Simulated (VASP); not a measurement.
Crystal: ZrB2.

```
Zr B
1.0
     3.17000    0.00000    0.00000
    -1.58500    2.74530    0.00000
     0.00000    0.00000    3.53300
Zr B
1 2
Direct
  0.00000 0.00000 0.00000
  0.66667 0.33333 0.50000
  0.33333 0.66667 0.50000
```

| Item | Value |
| --- | --- |
| Program | VASP 6.6.1 |
| Task | single point |
| Functional | PBE |
| Potentials or basis | VASP PAW PBE potentials, release 64 (Zr_sv, B) |
| Cutoff | 900 eV |
| k mesh | 17 × 17 × 14 |
| Occupations | fermi-dirac, width 0.1 eV |
| Spin | no spin polarisation |

On this cell: pressure 1.0 GPa; largest force under 0.003 eV/Å; band gap on the k mesh none (metal or under the smearing width).

The same run follows on a disturbed copy (grid = ENCUT=900 k=17x17x14 ISMEAR=-1 SIGMA=0.1 PREC=Accurate EDIFF=1e-08 LREAL=False ADDGRID=False LASPH=True; atoms moved at random, drawn with an rms of 0.1 Å):

```
Zr B
1.0
     3.17000    0.00000    0.00000
    -1.58500    2.74530    0.00000
     0.00000    0.00000    3.53300
Zr B
1 2
Direct
  0.98382 0.98820 0.97675
  0.66122 0.35427 0.50380
  0.33128 0.66078 0.51981
```

**Question.** What does the disturbed cell give?

**Answer.** The energy (extrapolated to zero smearing) moves by +63.5 meV/atom; pressure 3.6 GPa; largest force 1.962 eV/Å; band gap on the k mesh none (metal or under the smearing width).

Forces on the atoms (eV/Å):
```
Zr   0.147  0.739  1.811
B    0.670 -1.209 -0.585
B   -0.817  0.470 -1.227
```

Stress tensor (GPa, compression positive):
```
2.45 0.23 0.37
0.23 4.57 1.48
0.37 1.48 3.89
```
